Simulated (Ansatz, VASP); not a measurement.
# HfC in VASP and in Ansatz

```
Hf C
1.0
     0.00000    2.27754    2.27754
     2.27754    0.00000    2.27754
     2.27754    2.27754    0.00000
Hf C
1 1
Direct
  0.50000 0.50000 0.50000
  0.00000 0.00000 0.00000
```

Change from the starting cell: volume scaled by 0.94.

Alike in both runs: task single point; functional LDA; k mesh 10 × 10 × 10; occupations fermi-dirac, width 0.05 eV; no spin polarisation.

```csv
,VASP,Ansatz
version,VASP 6.6.1,Ansatz 0.2.0
potentials or method,"VASP PAW LDA potentials, release 64 (Hf_pv, C), cutoff 520 eV","all-electron LAPW, scalar-relativistic"
```

VASP gave:

- gap on the k mesh at the Fermi level (eV): none
- pressure (GPa): 3.8

Q: Estimate Ansatz's values.

A: gap on the k mesh at the Fermi level (eV): none; pressure (GPa): 3.2.

A gap of «none» marks a metal or a gap that the smearing closes. Ansatz ran all-electron here, so the differences hold the error of VASP's frozen core and of both bases.

Spin-orbit coupling is left out, which matters for the levels of Hf.
